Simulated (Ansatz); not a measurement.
Crystal: PbSe.

```
CELL_PARAMETERS angstrom
3.78432 0.00000 0.00000
0.00000 3.78432 0.00000
0.00000 0.00000 3.78432
ATOMIC_POSITIONS crystal
Pb 0.00000 0.00000 0.00000
Se 0.50000 0.50000 0.50000
```

Measurements of this composition are mostly on another form, of space group No. 225.

| Quantity | Value |
| --- | --- |
| Program | Ansatz 0.2.0 |
| Task | relaxation of cell and atoms |
| Functional | RPBE |
| Potentials or basis | Ansatz PAW |
| Cutoff | 420 eV (not typed: the program's choice for these potentials) |
| k mesh | 7 × 7 × 7 |
| Occupations | fermi-dirac, width 0.05 eV |
| Spin | no spin polarisation |

At the start: volume 27.10 Å³/atom.

**Question.** How do energy, volume and symmetry change on relaxing?

**Answer.** It ends after 4 steps and the volume is 28.14 Å³/atom (+3.8 %); space group Pm-3m (No. 221, to 0.05 Å).

Step by step:
| step | energy change (eV) | largest force (eV/Å) | volume (Å³) |
| --- | --- | --- | --- |
| 1 | 0.0000 | 0.0000 | 54.20 |
| 2 | -0.0104 | 0.0000 | 56.37 |
| 3 | -0.0105 | 0.0000 | 56.28 |
| 4 | -0.0107 | 0.0000 | 56.28 |

Final structure:
```
Pb Se
1.0
     3.83224    0.00000    0.00000
     0.00000    3.83224    0.00000
     0.00000    0.00000    3.83224
Pb Se
1 1
Direct
  0.00000 0.00000 0.00000
  0.50000 0.50000 0.50000
```

Caveat: the plane-wave basis is chosen anew once the cell has moved, so the energies of steps on either side of that aren't comparable; the PAW data sets come from PBE, with cores solved anew for the run's functional, which leaves a small shift of forces and pressure.
